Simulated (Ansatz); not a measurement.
# Ir: strong compression

The task here is to estimate one member of a computed series from the others.

Computed with Ansatz 0.2.0 (DFT, PBE, PAW with Ansatz's default frozen-core files, scalar-relativistic, unless a step's input says otherwise).

5 further runs of the same task are left out: 5 that didn't finish. Runs told in other sessions of the task aren't counted.

## The system as given

It takes space group I4_1/amd (No. 141, tetragonal). Conventional cell: a = 4.772 Å, b = 4.772 Å, c = 2.625 Å, α = 90.00°, β = 90.00°, γ = 90.00°. Ir (site symmetry -4m2) is surrounded by 6 Ir at 2.47 to 2.62 Å.

As a file:

```
Ir
1.0
    -2.38602    2.38602    1.31231
     2.38602   -2.38602    1.31231
     2.38602    2.38602   -1.31231
Ir
2
Direct
  0.62500 0.87500 0.75000
  0.37500 0.12500 0.25000
```

Whether this phase is the stable one at these pressures isn't tested.

Atoms are numbered in the order of the input: Ir1, Ir2.

The first run:

Input file input.yaml:

```yaml
crystal:
  lattice:
    - [-2.3860198381, 2.3860198381, 1.3123109109]
    - [2.3860198381, -2.3860198381, 1.3123109109]
    - [2.3860198381, 2.3860198381, -1.3123109109]
  atoms:
    - { symbol: Ir, position: [-0.375, -0.125, -0.25] }
    - { symbol: Ir, position: [0.375, 0.125, 0.25] }
kpoints:
  mp_grid: { grid: [18, 18, 18] }
scf:
  occupations: { method: fermi_dirac, width: 0.05 }
hamiltonian:
  xc: pbe
  pseudopotentials: { kind: paw }
output:
  forces: true
  stress: true
  write_density: true
  write_potential: true
  elf: true
  volumetric_format: npy
relax:
  f_tol: 0.005
  max_steps: 40
  cell: {}
```

Run with:

```bash
$ ansatz run input.yaml --threads 1 --pin off --max-ram 2048MiB --backend cpu --events-out ev --progress --plain --runs-dir out
```

Among the steps run: Cell relaxed at zero pressure, PAW; Volume scaled by 1, PAW; Shape and atoms relaxed at 0.92 of the volume, PAW; Volume scaled by 0.92, PAW; Shape and atoms relaxed at 0.84 of the volume, PAW; Volume scaled by 0.84, PAW; Shape and atoms relaxed at 0.76 of the volume, PAW; Volume scaled by 0.76, PAW; Shape and atoms relaxed at 0.68 of the volume, PAW; Volume scaled by 0.68, PAW; Shape and atoms relaxed at 0.6 of the volume, PAW; Volume scaled by 0.6, PAW; Shape and atoms relaxed at 0.52 of the volume, PAW; Volume scaled by 0.52, PAW; Shape and atoms relaxed at 0.45 of the volume, PAW; Volume scaled by 0.45, PAW; Volume scaled by 0.45, PAW (cutoff 300 eV).

One table of the session follows, with a row left open; its other results are not shown here.

```
             method  volume over the first  volume (Å³/atom)  pressure (GPa)
                PAW                      1            16.217           -0.02
                PAW                   0.92            14.920           27.83
                PAW                   0.84                 ?               ?
                PAW                   0.76            12.325          146.45
                PAW                   0.68            11.027          267.85
                PAW                    0.6             9.730          473.88
                PAW                   0.52             8.433          838.17
                PAW                   0.45             7.298         1410.05
PAW (cutoff 300 eV)                   0.45             7.298         1411.32
```

Q: Estimate the row for PAW, 0.84 from the others.

**Answer.** volume (Å³/atom): 13.622; pressure (GPa): 72.98. In the column «volume (Å³/atom)» it lies between PAW, 0.76 (12.325) and PAW, 0.92 (14.920).

To keep in mind: Warnings in the runs' records: cutoff below recommended.
